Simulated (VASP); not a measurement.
# Bi₂Te₃: electric field gradients, by spin-orbit coupling

Bi₂Te₃, R-3m (no. 166), 5 atoms in the cell.

| Spin-orbit coupling | Vzz of the first element (V/Å²) | Vzz of the second element (V/Å²) | Time (s) |
|---|---|---|---|
| no | 23.08 | 10.85 | 102 |
| yes | 17.58 | 40.29 | 655 |

Limits: The Te sites differ; a column by element shows the first atom in the POSCAR.

## Input of the first row

INCAR:
```
  GGA = PE
  PREC = Accurate
  ENCUT = 400
  EDIFF = 1E-7
  LREAL = False
  LASPH = True
  ALGO = Normal
  NELM = 120
  LWAVE = False
  LCHARG = False
  ISMEAR = 0
  SIGMA = 0.02
  KPAR = 4
  LEFG = True
  QUAD_EFG = -516 0
```

KPOINTS:
```
k-points
0
Gamma
  6 6 6
```

POSCAR:
```
Bi2Te3
1.0
    2.1930000000      1.2661291403     10.1656666667
   -2.1930000000      1.2661291403     10.1656666667
    0.0000000000     -2.5322582807     10.1656666667
Bi Te
2 3
Direct
    0.6000000000      0.6000000000      0.6000000000
    0.4000000000      0.4000000000      0.4000000000
    0.7905000000      0.7905000000      0.7905000000
    0.2095000000      0.2095000000      0.2095000000
    0.0000000000      0.0000000000      0.0000000000
```

Commands:
```
cat potpaw_PBE.64/Bi_d/POTCAR potpaw_PBE.64/Te/POTCAR > POTCAR
mpirun -np 4 vasp_std > vasp.out
```

Changes of the last row against the first:
```
+ LSORBIT = True
+ MAGMOM = 15*0
+ GGA_COMPAT = False
- vasp_std
+ vasp_ncl
```

VASP 6.6.1 took 102 s on 4 cores (Intel Xeon 6975P-C (Granite Rapids)), a shared host.
